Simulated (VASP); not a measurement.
# ZrSe2 in VASP: a series of runs, part 2 of 2

VASP 6.6.1. Earlier steps stand in the parts before.

### Step 3. Work function, PBE, non-collinear spin, zero start, spin-orbit coupling

INCAR

```
ALGO = Normal
DIPOL = 0.5 0.5 0.500
EDIFF = 1E-7
ENCUT = 520
GGA = PE
GGA_COMPAT = F
IDIPOL = 3
ISIF = 2
ISMEAR = 0
KPAR = 4
LASPH = T
LCHARG = T
LDIPOL = T
LMAXMIX = 4
LORBIT = 11
LREAL = F
LSORBIT = T
LVACPOTAV = T
LVHAR = T
LWAVE = F
MAGMOM = 0 0 0 0 0 0 0 0 0
NELM = 80
PREC = Accurate
SIGMA = 0.03
```

KPOINTS

```
k-points
0
Gamma
  12 12 1
```

POSCAR

```
ZrSe2                                   
1.0
    3.7654871715     -0.0000000000      0.0000000000
   -1.8827435857      3.2610075518      0.0000000000
    0.0000000000      0.0000000000     19.1600000000
  Se              Zr            
     2     1
Direct
     0.3333330000000032    0.6666669999999968    0.4170524752932581
     0.6666669999999968    0.3333330000000032    0.5829475247067419
     0.0000000000000000    0.0000000000000000    0.5000000000000000
```

Potentials or basis: VASP PAW PBE potentials, release 64 (Se, Zr_sv).

On the command line:

```
$ cat potpaw_PBE.64/Se/POTCAR potpaw_PBE.64/Zr_sv/POTCAR > POTCAR
$ mpirun -np 4 vasp_ncl > vasp.out
```

OUTCAR:

```text
EDIFF = 1E-7
   ENCUT = 520
   GGA = PE
   ISIF = 2
   ISMEAR = 0
   LASPH = T
   LORBIT = 11
   LREAL = F
   LSORBIT = T
   NELM = 80
   PREC = Accurate

 ion  position               nearest neighbor table
   1  0.333  0.667  0.417-   3 2.69   3 2.69   3 2.69
   2  0.667  0.333  0.583-   3 2.69   3 2.69   3 2.69
   3  0.000  0.000  0.500-   1 2.69   2 2.69   2 2.69   1 2.69   2 2.69   1 2.69

  LATTYP: Found a hexagonal cell.
 ALAT       =     3.7654871715
 C/A-ratio  =     5.0883190215

  Lattice vectors:

 A1 = (   3.7654871715,   0.0000000000,   0.0000000000)
 A2 = (  -1.8827435857,   3.2610075518,   0.0000000000)
 A3 = (   0.0000000000,   0.0000000000,  19.1600000000)

Analysis of symmetry for initial positions (statically):
=====================================================================
 Subroutine PRICEL returns:
 Original cell was already a primitive cell.

 Routine SETGRP: Setting up the symmetry group for a
 hexagonal supercell.

 Subroutine GETGRP returns: Found 12 space group operations
 (whereof 12 operations were pure point group operations)
 out of a pool of 24 trial point group operations.

The static configuration has the point symmetry D_3d.

Analysis of symmetry for dynamics (positions and initial velocities):
=====================================================================
 Subroutine PRICEL returns:
 Original cell was already a primitive cell.

 Routine SETGRP: Setting up the symmetry group for a
 hexagonal supercell.

 Subroutine GETGRP returns: Found 12 space group operations
 (whereof 12 operations were pure point group operations)
 out of a pool of 24 trial point group operations.

The dynamic configuration has the point symmetry D_3d.

Analysis of structural, dynamic, and magnetic symmetry:
=====================================================================
[... 854 lines left out ...]
     -0.00000      2.17401      7.99073        -0.000000      0.000000     -0.101645
      1.88275      1.08700     11.16927         0.000000     -0.000000      0.101645
      0.00000      0.00000      9.58000        -0.000000      0.000000      0.000000
 -----------------------------------------------------------------------------------
    total drift:                                0.000000     -0.000000      0.000000

  FREE ENERGIE OF THE ION-ELECTRON SYSTEM (eV)
  ---------------------------------------------------
  free  energy   TOTEN  =       -19.6989268195 eV

  energy  without entropy=      -19.6989268195  energy(sigma->0) =      -19.69892682

 vacuum level on the upper side and lower side of the slab         3.207         3.207

 Spin-Orbit-Coupling matrix elements

 Ion:    1  E_soc:     -0.0397696
 l=   1
     0.0000000    -0.0066782    -0.0065476
    -0.0066782     0.0000000    -0.0066782
    -0.0065476    -0.0066782     0.0000000
 l=   2
     0.0000000     0.0000007     0.0000000     0.0000007     0.0000019
     0.0000007     0.0000000     0.0000048     0.0000048     0.0000007
     0.0000000     0.0000048     0.0000000     0.0000048     0.0000000
     0.0000007     0.0000048     0.0000048     0.0000000     0.0000007
     0.0000019     0.0000007     0.0000000     0.0000007     0.0000000
 l=   3
     0.0000000     0.0000000     0.0000000     0.0000000     0.0000000     0.0000000     0.0000000
     0.0000000     0.0000000     0.0000000     0.0000000     0.0000000     0.0000000     0.0000000
     0.0000000     0.0000000     0.0000000     0.0000000     0.0000000     0.0000000     0.0000000
     0.0000000     0.0000000     0.0000000     0.0000000     0.0000000     0.0000000     0.0000000
[... 29 lines left out ...]
 l=   2
     0.0000000    -0.0002718     0.0000000    -0.0002718    -0.0006568
    -0.0002718     0.0000000    -0.0005070    -0.0004061    -0.0002718
     0.0000000    -0.0005070     0.0000000    -0.0005070     0.0000000
    -0.0002718    -0.0004061    -0.0005070     0.0000000    -0.0002718
    -0.0006568    -0.0002718     0.0000000    -0.0002718     0.0000000
 l=   3
     0.0000000     0.0000000     0.0000000     0.0000000     0.0000000     0.0000000     0.0000000
     0.0000000     0.0000000     0.0000000     0.0000000     0.0000000     0.0000000     0.0000000
     0.0000000     0.0000000     0.0000000     0.0000000     0.0000000     0.0000000     0.0000000
     0.0000000     0.0000000     0.0000000     0.0000000     0.0000000     0.0000000     0.0000000
     0.0000000     0.0000000     0.0000000     0.0000000     0.0000000     0.0000000     0.0000000
     0.0000000     0.0000000     0.0000000     0.0000000     0.0000000     0.0000000     0.0000000
     0.0000000     0.0000000     0.0000000     0.0000000     0.0000000     0.0000000     0.0000000

 total charge

# of ion       s       p       d       tot
------------------------------------------
    1        1.462   2.402   0.027   3.891
    2        1.462   2.402   0.027   3.891
    3        2.169   6.010   1.457   9.636
--------------------------------------------------
tot          5.094  10.814   1.511  17.418

 magnetization (x)

# of ion       s       p       d       tot
------------------------------------------
    1        0.000   0.000  -0.000  -0.000
    2       -0.000   0.000   0.000  -0.000
    3        0.000   0.000   0.000   0.000
--------------------------------------------------
tot          0.000   0.000  -0.000  -0.000

 magnetization (y)

# of ion       s       p       d       tot
------------------------------------------
    1        0.000   0.000   0.000   0.000
    2        0.000   0.000   0.000   0.000
    3        0.000   0.000   0.000   0.000
--------------------------------------------------
tot          0.000   0.000   0.000   0.000

 magnetization (z)

# of ion       s       p       d       tot
------------------------------------------
    1        0.000   0.000   0.000   0.000
    2        0.000   0.000   0.000   0.000
    3       -0.000  -0.000  -0.000  -0.000
--------------------------------------------------
tot         -0.000  -0.000  -0.000  -0.000
```

OSZICAR:

```text
N       E                     dE             d eps       ncg     rms          rms(c)
DAV:   1     0.210372310072E+03    0.21037E+03   -0.98715E+03  1432   0.116E+03
DAV:   2     0.447830409759E+01   -0.20589E+03   -0.20112E+03  1744   0.274E+02
DAV:   3    -0.193960609720E+02   -0.23874E+02   -0.23590E+02  1768   0.857E+01
[... 17 lines left out ...]
DAV:  21    -0.196989214731E+02   -0.10909E-04   -0.65080E-07  1304   0.220E-03    0.279E-04
DAV:  22    -0.196989245131E+02   -0.30399E-05   -0.96720E-08  1144   0.103E-03    0.197E-04
DAV:  23    -0.196989265200E+02   -0.20069E-05   -0.97809E-08  1112   0.850E-04    0.731E-05
DAV:  24    -0.196989267567E+02   -0.23669E-06   -0.86485E-09  1048   0.326E-04    0.355E-05
DAV:  25    -0.196989268195E+02   -0.62771E-07   -0.27895E-09   888   0.176E-04
   1 F= -.19698927E+02 E0= -.19698927E+02  d E =-.830982E-11  mag=     0.0000    -0.0000    -0.0000
```

Run time: 2 min. Hardware: 4 MPI ranks of Intel Xeon 6975P-C (Granite Rapids), shared host; peak memory 0.91 GiB.

What came out:

| Item | Value |
| --- | --- |
| Free energy | -19.6989 eV |
| Largest force | 0.102 eV/Å |
| Net moment | 0.00 μB per cell |
| Valence electrons inside the program's atomic spheres | Se 3.89; Zr 9.64 |
| Work function of the upper face | 5.26 eV |
| Work function of the lower face | 5.26 eV |

Forces on the atoms (eV/Å):
```
Se   0.000  0.000 -0.102
Se   0.000  0.000  0.102
Zr   0.000  0.000  0.000
```

Moments on the atoms (μB; x, y, z):
```
Se  0.00 0.00 0.00
Se  0.00 0.00 0.00
Zr  0.00 0.00 0.00
```

### Step 4. Work function, HSE06

POSCAR is that of step 3.

INCAR.step1

```
ALGO = Normal
DIPOL = 0.5 0.5 0.500
EDIFF = 1E-5
ENCUT = 520
GGA = PE
IDIPOL = 3
ISIF = 2
ISMEAR = 0
KPAR = 4
LASPH = T
LDIPOL = T
LREAL = F
LWAVE = T
NELM = 80
PREC = Accurate
SIGMA = 0.03
```

INCAR.step2

```
ALGO = Normal
DIPOL = 0.5 0.5 0.500
EDIFF = 1E-7
ENCUT = 520
GGA = PE
HFSCREEN = 0.2
IDIPOL = 3
ISIF = 2
ISMEAR = 0
ISTART = 1
KPAR = 4
LASPH = T
LCHARG = T
LDIPOL = T
LHFCALC = T
LREAL = F
LVACPOTAV = T
LVHAR = T
LWAVE = F
NELM = 80
PREC = Accurate
PRECFOCK = Fast
SIGMA = 0.03
```

KPOINTS

```
k-points
0
Gamma
  6 6 1
```

Potentials or basis: VASP PAW PBE potentials, release 64 (Se, Zr_sv).

On the command line:

```
$ cat potpaw_PBE.64/Se/POTCAR potpaw_PBE.64/Zr_sv/POTCAR > POTCAR
$ cp INCAR.step1 INCAR
$ mpirun -np 4 vasp_std > vasp.out
$ cp INCAR.step2 INCAR
$ mpirun -np 4 vasp_std > vasp.out
```

OUTCAR:

```text
EDIFF = 1E-7
   ENCUT = 520
   GGA = PE
   HFSCREEN = 0.2
   ISIF = 2
   ISMEAR = 0
   ISTART = 1
   LASPH = T
   LHFCALC = T
   LREAL = F
   NELM = 80
   PREC = Accurate
   PRECFOCK = Fast

 ion  position               nearest neighbor table
   1  0.333  0.667  0.417-   3 2.69   3 2.69   3 2.69
   2  0.667  0.333  0.583-   3 2.69   3 2.69   3 2.69
   3  0.000  0.000  0.500-   1 2.69   2 2.69   2 2.69   1 2.69   2 2.69   1 2.69

  LATTYP: Found a hexagonal cell.
 ALAT       =     3.7654871715
 C/A-ratio  =     5.0883190215

  Lattice vectors:

 A1 = (   3.7654871715,   0.0000000000,   0.0000000000)
 A2 = (  -1.8827435857,   3.2610075518,   0.0000000000)
 A3 = (   0.0000000000,   0.0000000000,  19.1600000000)

Analysis of symmetry for initial positions (statically):
=====================================================================
 Subroutine PRICEL returns:
 Original cell was already a primitive cell.

 Routine SETGRP: Setting up the symmetry group for a
 hexagonal supercell.

 Subroutine GETGRP returns: Found 12 space group operations
 (whereof 12 operations were pure point group operations)
 out of a pool of 24 trial point group operations.

The static configuration has the point symmetry D_3d.

Analysis of symmetry for dynamics (positions and initial velocities):
=====================================================================
 Subroutine PRICEL returns:
 Original cell was already a primitive cell.

 Routine SETGRP: Setting up the symmetry group for a
 hexagonal supercell.

 Subroutine GETGRP returns: Found 12 space group operations
 (whereof 12 operations were pure point group operations)
 out of a pool of 24 trial point group operations.

The dynamic configuration has the point symmetry D_3d.

 Subroutine INISYM returns: Found 12 space group operations
 (whereof 12 operations are pure point group operations),
 and found     1 'primitive' translations

----------------------------------------------------------------------------------------

                                     Primitive cell

  volume of cell :     235.2710

  direct lattice vectors                    reciprocal lattice vectors
     3.765487171  0.000000000  0.000000000     0.265569886  0.153326845  0.000000000
    -1.882743586  3.261007552  0.000000000     0.000000000  0.306653690  0.000000000
     0.000000000  0.000000000 19.160000000     0.000000000  0.000000000  0.052192067

  length of vectors
     3.765487171  3.765487175 19.160000000     0.306653691  0.306653690  0.052192067

  position of ions in fractional coordinates (direct lattice)
     0.333333000  0.666667000  0.417052475
     0.666667000  0.333333000  0.582947525
     0.000000000  0.000000000  0.500000000

  ion indices of the primitive-cell ions
   primitive index   ion index
                 1           1
                 2           2
                 3           3

[... 33 lines left out ...]
  0.333333  0.166667  0.000000     12.000000
  0.333333  0.333333  0.000000      2.000000
   k-points           NKPTS =      7   k-points in BZ     NKDIM =     36   number of bands    NBANDS=     16
   number of dos      NEDOS =    301   number of ions     NIONS =      3
   total plane-waves  NPLWV = 112896
   dimension x,y,z NGX =    28 NGY =   28 NGZ =  144
   dimension x,y,z NGXF=    56 NGYF=   56 NGZF=  288
   ions per type =               2   1
   NGX,Y,Z   is equivalent  to a cutoff of  12.36, 12.36, 12.49 a.u.
   NGXF,Y,Z  is equivalent  to a cutoff of  24.72, 24.72, 24.99 a.u.
 SYSTEM =  unknown system
   PREC   = accura    normal or accurate (medium, high low for compatibility)
   ISTART =      1    job   : 0-new  1-cont  2-samecut
   ICHARG =      0    charge: 1-file 2-atom 10-const
   ISPIN  =      1    spin polarized calculation?
   LNONCOLLINEAR =      F non collinear calculations
   LSORBIT =      F    spin-orbit coupling
   LASPH  =      T    aspherical Exc in radial PAW
   ENCUT  =  520.0 eV  38.22 Ry    6.18 a.u.   7.00  7.00 35.62*2*pi/ulx,y,z
   NELM   =     80;   NELMIN=  2; NELMDL=  0     # of ELM steps
   EDIFF  = 0.1E-06   stopping-criterion for ELM
   LREAL  =      F    real-space projection
   EDIFFG = 0.1E-05   stopping-criterion for IOM
   NSW    =      0    number of steps for IOM
   IBRION =     -1    ionic relax: 0-MD 1-quasi-New 2-CG
   NFREE  =      0    steps in history (QN), initial steepest desc. (CG)
   ISIF   =      2    stress and relaxation
   ISYM   =      3    0-nonsym 1-usesym 2-fastsym
   POTIM  = 0.5000    time-step for ionic-motion
   TEBEG  =    0.0;   TEEND  =   0.0 temperature during run
   PSTRESS=    0.0 pullay stress
   NELECT =      24.0000    total number of electrons
   NUPDOWN=      -1.0000    fix difference up-down
   EMIN   =  10.00;   EMAX   =-10.00  energy-range for DOS
   EFERMI =   0.00;   METHOD = LEGACY
   ISMEAR =     0;   SIGMA  =   0.03  broadening in eV -4-tet -1-fermi 0-gaus
   EFERMI_NEDOS =   21; number of points for ismear=-14 and -15
   IALGO  =     38    algorithm
   IMIX   =      1    mixing-type and parameters
     AMIX     =   0.40;   BMIX     =  1.00
     AMIX_MAG =   1.60;   BMIX_MAG =  1.00
  volume/ion in A,a.u.               =      78.42       529.23
  Fermi-wavevector in a.u.,A,eV,Ry     =   0.764931  1.445511  7.961039  0.585120
  Thomas-Fermi vector in A             =   1.864941
   LORBIT       =      0    0 simple, 1 ext, 2 COOP (PROOUT), +10 PAW based schemes
   GGA     = PE    functional components
   LHFCALC =     T    Hartree Fock is set to
   PRECFOCK=fast      Normal, Fast or Accurate (Low or Medium for compatibility)
   ENCUT4O =  -1.0   cutoff for four orbital integrals eV
   NKREDX  =     1    reduce k-point grid by
   NKREDY  =     1    reduce k-point grid by
   NKREDZ  =     1    reduce k-point grid by
   AEXX    =    0.2500 exact exchange contribution
   HFSCREEN=    0.2000 screening length (either q_TF or 0.3 A-1)
   HFSCREENC=   0.2000 screening length for correlation (either q_TF or 0.3 A-1)
   ENCUTFOCK=  -1.0 apply spherical cutoff to Coloumb kernel
   IVDW    =     0    specifies the selected vdW correction
   LEPSILON=     F    determine dielectric tensor
   LRPA    =     F    only Hartree local field effects (RPA)
 non-spin polarized calculation
 Gauss-broadening in eV      SIGMA  =   0.03
  energy-cutoff  :      520.00
  volume of cell :      235.27
 maximum number of plane-waves:      6359
 NGX is ok and might be reduce to    28
  NGX = 16; NGY = 16; NGZ = 84

 number of electron      23.9999998 magnetization

 dipolmoment           0.000000      0.000000      0.000000 electrons x Angstroem

 Free energy of the ion-electron system (eV)
  ---------------------------------------------------
  ext. energy  EPLUGINS =         0.00000000
  ---------------------------------------------------
  free energy    TOTEN  =       -23.40630289 eV

  energy without entropy =      -23.40630289  energy(sigma->0) =      -23.40630289

 E-fermi :  -2.5847     XC(G=0):  -2.9802

 val. band max:       -2.8626580534   @ k =   0.0000   0.0000   0.0000
 cond. band min:      -1.7703364461   @ k =   0.5000   0.0000   0.0000
 fundamental gap:      1.0923216073
 Fermi energy:        -2.5847152401

 k-point     1 :       0.0000    0.0000    0.0000
  band No.  band energies     occupation
      1     -55.8739      2.00000
      2     -32.5207      2.00000
      3     -32.3832      2.00000
      4     -32.3832      2.00000
      5     -17.1658      2.00000
      6     -16.1432      2.00000
[... 110 lines left out ...]
      3     -32.5429      2.00000
      4     -32.4617      2.00000
      5     -15.9333      2.00000
      6     -15.9333      2.00000
[... 8 lines left out ...]
     15       0.4829      0.00000
     16       2.4278      0.00000

------------------------ aborting loop because EDIFF is reached ----------------------------------------

  FORCE on cell =-STRESS in cart. coord.  units (eV):
  Direction    XX          YY          ZZ          XY          YZ          ZX
  --------------------------------------------------------------------------------------
  -------------------------------------------------------------------------------------
  Total        0.2368208      0.2368208     -0.6390624      0.0000000      0.0000000     -0.0000000
  in kB        1.6127310      1.6127310     -4.3519644      0.0000000      0.0000000     -0.0000000
  external PRESSURE =      -0.3755008 kB  Pullay stress =       0.0000000 kB

 VOLUME and BASIS-vectors are now :
 -----------------------------------------------------------------------------
  energy-cutoff  :      520.00
  volume of cell :      235.27
      direct lattice vectors                 reciprocal lattice vectors
     3.765487171  0.000000000  0.000000000     0.265569886  0.153326845  0.000000000
    -1.882743586  3.261007552  0.000000000     0.000000000  0.306653690  0.000000000
     0.000000000  0.000000000 19.160000000     0.000000000  0.000000000  0.052192067

 POSITION                                       TOTAL-FORCE (eV/Angst)
 -----------------------------------------------------------------------------------
     -0.00000      2.17401      7.99073         0.000000      0.000000      0.192170
      1.88275      1.08700     11.16927        -0.000000      0.000000     -0.192170
      0.00000      0.00000      9.58000         0.000000      0.000000      0.000000
 -----------------------------------------------------------------------------------
    total drift:                                0.000000     -0.000000     -0.000001

  FREE ENERGIE OF THE ION-ELECTRON SYSTEM (eV)
  ---------------------------------------------------
  free  energy   TOTEN  =       -23.4063028898 eV

  energy  without entropy=      -23.4063028898  energy(sigma->0) =      -23.40630289

 vacuum level on the upper side and lower side of the slab         3.234         3.234
```

Run time: 2.7 min. Hardware: 4 MPI ranks of Intel Xeon 6975P-C (Granite Rapids), shared host; peak memory 0.42 GiB.

Results:

```yaml
Free_energy: -23.4063 eV
Largest_force: 0.192 eV/Å
Band_gap_on_the_k_mesh: 1.09 eV, indirect (least direct gap 1.88 eV)
Ionisation_potential_of_the_upper_face: 6.10 eV
```

Forces in eV/Å, atoms in the order of the input:
```
Se   0.000  0.000  0.192
Se   0.000  0.000 -0.192
Zr   0.000  0.000  0.000
```

Caveat: the PAW data sets were made with another functional, which shifts forces and pressure a little.

### Step 5. The runs side by side

```tsv
level	spin	k mesh	grid for exact exchange (PRECFOCK)	screening parameter	gap on the mesh (eV)	largest force (eV/Å)
PBE	off	12 × 12 × 1	-	-	0.41	0.10
PBE	non-collinear, zero start, SOC	12 × 12 × 1	-	-	-	0.10
HSE06	off	6 × 6 × 1	Fast	0.2 1/A	1.09	0.19
```

Alike in all rows: task work function; potentials or basis VASP PAW PBE potentials, release 64 (Se, Zr_sv); cell as given; cutoff (eV) 520; smearing gaussian 0.03 eV.

Caveats: the PAW data sets were made with another functional, which shifts forces and pressure a little (some runs).

Total energies depend on the potentials used, so only differences within one code and one set of settings carry meaning.
